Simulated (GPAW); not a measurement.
# ZnO (zincite) (P6_3mc) in GPAW: further runs

The runs below take ZnO (zincite) through band structure, equation of state, with PBEint, BEEF-vdW, LDA.

Everything below comes from runs of GPAW 26.7.0. Logs are shortened: lines on timing, memory, paths and dates and some standing lists are left out, and cuts for length are marked. The log counts tension as positive stress, the text compression.

**Measured values to compare with.**

From “Electronic structure of alkaline earth and post-transition metal oxides”, 2009, arxiv:0908.1581, for a bulk crystal of ZnO: band gap 3.37 eV.

How close the calculation comes is told below.

### Step 1. The crystal as given

The structure is hexagonal, space group P6_3mc (No. 186). Conventional cell: a = 3.249 Å, b = 3.249 Å, c = 5.206 Å, α = 90.00°, β = 90.00°, γ = 120.00°. Zn (site symmetry 3m) has 4 O at 1.97 to 1.98 Å as nearest neighbours. O (site symmetry 3m) is surrounded by 4 Zn at 1.97 to 1.98 Å.

### Step 2. Band structure, PBEint

The input, run.py:

```python
from ase.dft.bandgap import bandgap
from ase.io import read, write
from ase.units import GPa
from gpaw import GPAW, PW, setup_paths

setup_paths.insert(0, '.')

atoms = read('ZnO.cif')

calc = GPAW(mode=PW(800),
            xc='GGA_X_PBEINT+GGA_C_PBEINT',
            kpts={'size': (6, 6, 3), 'gamma': True},
            occupations={'name': 'fermi-dirac', 'width': 0.05},
            nbands=31,
            convergence={'density': 1e-05, 'energy': 1e-05},
            maxiter=150,
            txt='gpaw.txt')
atoms.calc = calc
energy = atoms.get_potential_energy()
forces = atoms.get_forces()
stress = atoms.get_stress()
calc.write('gs.gpw')
write('result.traj', atoms)
print(f'Energy: {energy:.6f} eV')
print('Forces (eV/A):')
print(forces.round(4))
print('Stress (GPa):', (stress / GPa).round(3))
print('Fermi level:', round(calc.get_fermi_level(), 4), 'eV')
print(f'Gap: {bandgap(calc)[0]:.4f} eV, direct: {bandgap(calc, direct=True)[0]:.4f} eV')

path = atoms.cell.bandpath('GMKGALHA,LM,KH', npoints=80, eps=1e-4)
bs_calc = calc.fixed_density(kpts=path, symmetry='off', nbands=45,
                             convergence={'bands': 'CBM+6.0', 'eigenstates': 1e-6}, txt='bands.txt')
bs = bs_calc.band_structure()
bs.write('bs.json')
print(f'Gap on the path: {bandgap(bs_calc)[0]:.4f} eV')
```

The input, ZnO.cif:

```cif
data_ZnO
_cell_length_a 3.24930800
_cell_length_b 3.24930800
_cell_length_c 5.20570900
_cell_angle_alpha 90.00000000
_cell_angle_beta 90.00000000
_cell_angle_gamma 120.00000000
_space_group_name_H-M_alt 'P1'
_space_group_name_Hall 'P 1'
_space_group_IT_number 1
loop_
_space_group_symop_operation_xyz
'x,y,z'
loop_
_atom_site_label
_atom_site_type_symbol
_atom_site_symmetry_multiplicity
_atom_site_Wyckoff_symbol
_atom_site_fract_x
_atom_site_fract_y
_atom_site_fract_z
_atom_site_occupancy
Zn1 Zn 1 a 0.6666666667 0.3333333333 0.0000000000 1
Zn2 Zn 1 a 0.3333333333 0.6666666667 0.5000000000 1
O1 O 1 a 0.3333333333 0.6666666667 0.8790100000 1
O2 O 1 a 0.6666666667 0.3333333333 0.3790100000 1
```

Potentials or basis: PAW data sets generated in the run's folder for this functional, pw.

Command:

```bash
> gpaw-setup -f GGA_X_PBEINT+GGA_C_PBEINT O Zn
> OMP_NUM_THREADS=1 python run.py
```

gpaw.txt:

```text
__  _  _
 | _ |_)|_||  |
 |__||  | ||/\| - 26.7.0

Input parameters:
  mode=PW(ecut=800.0),
  convergence={'density': 1e-05, 'energy': 1e-05},
  kpts=MonkhorstPack(size=(6, 6, 3), gamma=True),
  maxiter=150,
  nbands=31,
  occupations=Occupations(name='fermi-dirac', width=0.05),
  xc=XC(name='GGA_X_PBEINT+GGA_C_PBEINT')

Diagonalizing LCAO Hamiltonian
Converting LCAO to pw mode

        O

        Zn

           O

           Zn

Atoms  # Å, Bohr magnetons
|   | symbol |         x |        y |        z |    initial magnetic moments |
|---|--------|-----------|----------|----------|-----------------------------|
| 0 |     Zn |  1.624654 | 0.937994 | 0.000000 | ( 0.0000,  0.0000,  0.0000) |
| 1 |     Zn | -0.000000 | 1.875989 | 2.602854 | ( 0.0000,  0.0000,  0.0000) |
| 2 |      O | -0.000000 | 1.875989 | 4.575870 | ( 0.0000,  0.0000,  0.0000) |
| 3 |      O |  1.624654 | 0.937994 | 1.973016 | ( 0.0000,  0.0000,  0.0000) |

Unit cell  # Å
| periodic |         x |        y |        z |  lengths |     angles |
|----------|-----------|----------|----------|----------|------------|
|      yes |  3.249308 | 0.000000 | 0.000000 | 3.249308 |  90.000000 |
|      yes | -1.624654 | 2.813983 | 0.000000 | 3.249308 |  90.000000 |
|      yes |  0.000000 | 0.000000 | 5.205709 | 5.205709 | 120.000000 |

Number of symmetries: 6
Symmetry operations  # r_c * U_cc + t_c -> r_c
|   | kind |            matrix            |
|---|------|------------------------------|
| 0 |  σ   |  1, 1, 0,  0,-1, 0,  0, 0, 1 |
| 1 |  E   |  1, 0, 0,  0, 1, 0,  0, 0, 1 |
| 2 |  C3  |  0, 1, 0, -1,-1, 0,  0, 0, 1 |
| 3 |  σ   |  0,-1, 0, -1, 0, 0,  0, 0, 1 |
| 4 |  σ   | -1, 0, 0,  1, 1, 0,  0, 0, 1 |
| 5 |  C3  | -1,-1, 0,  1, 0, 0,  0, 0, 1 |

BZ-sampling:
  Number of BZ points: 108
  Number of IBZ points: 17

  Monkhorst-Pack size: [6, 6, 3]
  Monkhorst-Pack shift: [0.08333333333333333, 0.08333333333333333, 0.0]

K-points  # in reciprocal-cell coordinates
|     |                                coordinates |     weight |
|-----|--------------------------------------------|------------|
|   0 | (  0.00000000,   0.00000000,   0.00000000) | 0.00925926 |
|   1 | (  0.00000000,   0.00000000,   0.33333333) | 0.01851852 |
|   2 | (  0.16666667,   0.00000000,  -0.33333333) | 0.05555556 |
|   3 | (  0.16666667,   0.00000000,   0.00000000) | 0.05555556 |
|   4 | (  0.16666667,   0.00000000,   0.33333333) | 0.05555556 |
|   5 | (  0.33333333,  -0.16666667,   0.00000000) | 0.05555556 |
|   6 | (  0.33333333,  -0.16666667,   0.33333333) | 0.11111111 |
|   7 | (  0.33333333,   0.00000000,  -0.33333333) | 0.05555556 |
|   8 | (  0.33333333,   0.00000000,   0.00000000) | 0.05555556 |
|   9 | (  0.33333333,   0.00000000,   0.33333333) | 0.05555556 |
| ... |                                            |            |
|  16 | (  0.50000000,   0.50000000,   0.33333333) | 0.05555556 |

Plane wave coefficients: 2461
Cutoff: 800.0 eV

Spin-components: 1 (collinear spins)
Bands:           31
Projectors:      22
Spin-degeneracy: 2
Datatype:        complex128

Parallelization:
  kpt:    1
  domain: 1
  band:   1

Density:
  Valence electrons: 36.0
  Components: 1
  Grid points: [24 24 35]
  Charge: 0.0  # |e|

Potential:
  Grid points: [24 24 35]

species:
  Zn:
    name:    Zinc
    Z:       30.0
    valence: 12
    core:    18
    charge:  0.0  # [|e|]
    compensation charges:
      type: gauss
      rc: 0.37  # [Å]
      lmax: 2
    cutoffs:
      filter: 2.14  # [Å]
      core: 2.28  # [Å]
    projectors
    | kind |    occ | energy [eV] | rcut [Å] |
    |------|--------|-------------|----------|
    |   4s |  2.000 |      -5.908 |    1.286 |
    |   4p |  0.000 |      -1.049 |    1.270 |
    |   3d | 10.000 |     -10.097 |    1.180 |
    |    s |        |      21.304 |    1.286 |
    |    p |        |      26.163 |    1.270 |
    |    d |        |      17.114 |    1.180 |

    Using partial waves for Zn as LCAO basis

  O:
    name:    Oxygen
    Z:       8.0
    valence: 6
    core:    2
    charge:  0.0  # [|e|]
    compensation charges:
      type: gauss
      rc: 0.21  # [Å]
      lmax: 2
    cutoffs:
      filter: 1.17  # [Å]
      core: 0.83  # [Å]
    projectors
    | kind |    occ | energy [eV] | rcut [Å] |
    |------|--------|-------------|----------|
    |   2s |  2.000 |     -23.826 |    0.688 |
    |   2p |  4.000 |      -8.913 |    0.598 |
    |    s |        |       3.386 |    0.688 |
    |    p |        |      18.299 |    0.598 |
    |    d |        |       0.000 |    0.619 |

    Using partial waves for O as LCAO basis

Reference energy: -101718.466356  # eV

eigensolver:
  PPCG
  Converge bands: occupied
  niter=2

density mixing:
  MSR1-Mixer
  Pratt-step length: 0.05
  Maximum mixing coefficient: 0.75
  Old densities: 10
  SVD Regularization: 0.005
  Good broyden scale: 1.0
  Trust region scale: 1.0
  Backstep threshold: 4.0
  History deletion threshold: 6.0
  Fourier metric: weight=20.0, sigma=0.015

occupation numbers:
  Fermi-Dirac:
    width: 0.0500  # eV

poisson solver:
  ecut: 6400.0  # eV

xc functional:
  name: GGA_X_PBEINT+GGA_C_PBEINT with 2 nearest neighbor stencil

convergence criteria:
- Maximum integral of absolute [dens]ity change: 1e-05 electrons / valence electron
- Maximum [total energy] change in last 3 cyles: 1e-05 eV / valence electron
- Maximum integral of absolute [eigenst]ate change: 4e-08 eV^2 / valence electron
maximum number of iterations: 150

SCF iterations
|iter     | |      energy | eigst |  dens |
|---------|-|-------------|-------|-------|
|iter:   1| |  -22.031997 | +0.55 |       |
|iter:   2| |  -21.201298 | -1.55 | -1.00 |
|iter:   3| |  -19.170888 | -0.61 | -1.06 |
|iter:   4| |  -19.172598 | -3.07 | -1.63 |
|iter:   5| |  -19.181207 | -2.58 | -1.88 |
|iter:   6| |  -19.181467 | -4.41 | -2.91 |
|iter:   7| |  -19.181668 | -4.98 | -3.25 |
|iter:   8| |  -19.181704c| -5.42 | -3.65 |
|iter:   9| |  -19.181703c| -6.99 | -4.33 |
|iter:  10| |  -19.181704c| -7.76c| -4.71 |
|iter:  11| |  -19.181704c| -7.59c| -4.99 |
|iter:  12| |  -19.181704c| -9.39c| -6.31c|

Converged in 12 steps
Energy contributions relative to reference atoms: (reference = -101718.466356)

Energy contributions:
  Kinetic:          37.851866
  Coulomb:         -33.371531
  Zero:              0.415300
  External:          0.000000
  Xc:              -24.077330
  Entropy:          -0.000018
  Spinorbit:         0.000000
  ----------------------------
  Free energy:     -19.181713
  Extrapolated:    -19.181704

dipole moment: (0.000003, -0.000001, -8.242039)  # |e|*Ang

Fermi level: 4.256
Eigenvalues  # (at kpt = [0.000, 0.000, 0.000])
| band index |      eig [eV] | occ [0-2] |
|------------|---------------|-----------|
|          0 |       -14.169 |     2.000 |
|        ... |               |           |
|         10 |        -0.412 |     2.000 |
|         11 |        -0.412 |     2.000 |
|         12 |        -0.144 |     2.000 |
|         13 |         3.057 |     2.000 |
|         14 |         3.057 |     2.000 |
|         15 |         3.799 |     2.000 |
[... 8 lines left out ...]
|         24 |        17.922 |     0.000 |
|         25 |        17.922 |     0.000 |
|        ... |               |           |
|         30 |        23.634 |     0.000 |

Gap: 0.723 eV
Transition (v -> c):
  (s=0, k=0, n=17, [0.00, 0.00, 0.00]) -> (s=0, k=0, n=18, [0.00, 0.00, 0.00])
No difference between direct/indirect transitions

Forces  # eV/Ang
|        x |        y |        z |
|----------|----------|----------|
| -0.00000 |  0.00000 | -0.06994 |  # Zn   0
|  0.00000 |  0.00000 | -0.07019 |  # Zn   1
| -0.00000 |  0.00000 |  0.07003 |  # O    2
|  0.00000 | -0.00000 |  0.07013 |  # O    3

Stress tensor  # eV/Ang^3
|         x |         y |         z |
|-----------|-----------|-----------|
| -0.006338 | -0.000000 | -0.000000 |
|  0.000000 | -0.006338 |  0.000000 |
| -0.000000 |  0.000000 | -0.016196 |

# Writing to gs.gpw (mode='')
```

Wall time 2.3 min (1 thread of Arm Neoverse V1, shared host); peak memory 0.41 GiB.

What came out:

```yaml
Free_energy: -19.1817 eV
Pressure: 1.5 GPa
Largest_force: 0.070 eV/Å
Band_gap_on_the_k_mesh: 0.72 eV, direct
Band_gap_along_the_path: 0.72 eV, direct
```

Forces on the atoms (eV/Å):
```
Zn   0.000  0.000 -0.070
Zn   0.000  0.000 -0.070
O    0.000  0.000  0.070
O    0.000  0.000  0.070
```

Stress tensor (GPa, compression positive):
```
1.02 0.00 0.00
0.00 1.02 0.00
0.00 0.00 2.59
```

Levels at the corners of the path, in eV from the valence-band top:
| point | band 14 | band 15 | band 16 | band 17 | band 18 | band 19 | band 20 |
| --- | --- | --- | --- | --- | --- | --- | --- |
| Γ | -0.81 | -0.81 | -0.07 | 0.00 | 0.00 | 0.72 | 5.16 |
| M | -3.54 | -2.84 | -2.29 | -1.29 | -0.83 | 5.72 | 6.75 |
| K | -3.51 | -3.51 | -1.93 | -1.93 | -1.72 | 7.55 | 7.65 |
| Γ | -0.81 | -0.81 | -0.07 | 0.00 | 0.00 | 0.72 | 5.16 |
| A | -2.23 | -0.40 | -0.40 | -0.40 | -0.40 | 3.41 | 3.41 |
| L | -3.74 | -1.52 | -1.52 | -1.36 | -1.36 | 5.62 | 5.62 |
| H | -3.69 | -2.70 | -2.70 | -1.23 | -1.23 | 7.90 | 7.90 |
| A | -2.23 | -0.40 | -0.40 | -0.40 | -0.40 | 3.41 | 3.41 |
| L | -3.74 | -1.52 | -1.52 | -1.36 | -1.36 | 5.62 | 5.62 |
| M | -3.54 | -2.84 | -2.29 | -1.29 | -0.83 | 5.72 | 6.75 |
| K | -3.51 | -3.51 | -1.93 | -1.93 | -1.72 | 7.55 | 7.65 |
| H | -3.69 | -2.70 | -2.70 | -1.23 | -1.23 | 7.90 | 7.90 |

Caveat: the k mesh is coarse.

### Step 3. Equation of state, BEEF-vdW

The input, run.py:

```python
from ase import Atoms
from ase.eos import EquationOfState
from ase.io import Trajectory
from ase.units import GPa
from gpaw import GPAW, PW

atoms = Atoms(['Zn', 'Zn', 'O', 'O'],
              cell=[[3.249308, 0.0, 0.0],
                    [-1.624654, 2.8139832727, 0.0],
                    [0.0, 0.0, 5.205709]],
              scaled_positions=[[0.6666666667, 0.3333333333, 0.0],
                                [0.3333333333, 0.6666666667, 0.5],
                                [0.3333333333, 0.6666666667, 0.87901],
                                [0.6666666667, 0.3333333333, 0.37901]],
              pbc=True)

traj = Trajectory('eos.traj', 'w')
volumes, energies = [], []
for x in [0.94, 0.96, 0.98, 1.0, 1.02, 1.04, 1.06]:
    a = atoms.copy()
    a.set_cell(atoms.cell * x**(1 / 3), scale_atoms=True)
    calc = GPAW(mode=PW(800),
                xc={'name': 'BEEF-vdW', 'backend': 'libvdwxc'},
                kpts={'size': (6, 6, 3), 'gamma': True},
                occupations={'name': 'fermi-dirac', 'width': 0.05},
                nbands=31,
                convergence={'density': 1e-05, 'energy': 1e-05},
                maxiter=150,
                txt=f'eos-{x:.2f}.txt')
    a.calc = calc
    energies.append(a.get_potential_energy(force_consistent=True))
    volumes.append(a.get_volume())
    calc.write(f'eos-{x:.2f}.gpw')
    traj.write(a)
    print(f'{x:.2f} {volumes[-1]:10.4f} A^3 {energies[-1]:14.6f} eV', flush=True)

v0, e0, B = EquationOfState(volumes, energies, eos='birchmurnaghan').fit()
print(f'V0 = {v0:.4f} A^3, E0 = {e0:.6f} eV, B0 = {B / GPa:.2f} GPa')
```

Potentials or basis: GPAW PAW data sets (gpaw-data 1.2.1), pw.

Command:

```bash
> OMP_NUM_THREADS=1 python run.py
```

Wall time 3.4 min (1 thread of Arm Neoverse V2, shared host); peak memory 0.41 GiB.

Results (log left out):

| Item | Value |
| --- | --- |
| Equilibrium volume | 12.71 Å³/atom (rough: see the caveat) |
| Bulk modulus at fixed shape and positions | 126 GPa (rough) |

Energy against volume, from the lowest point:
```csv
volume (Å³/atom),energy (meV/atom)
11.186,90.08
11.424,61.85
11.662,39.55
11.900,22.73
12.138,10.85
12.376,3.43
12.614,0.00
```

Caveat: the k mesh is coarse (spacing up to 0.40 Å⁻¹), so the values aren't converged; the minimum lies outside the volumes run; the cell was scaled at fixed shape and fractional positions, which overstates the stiffness of a crystal with free parameters, most of all of layers and chains; the PAW data sets were made with another functional, which shifts forces and pressure a little.

(Part 1 of 2 ends here.)
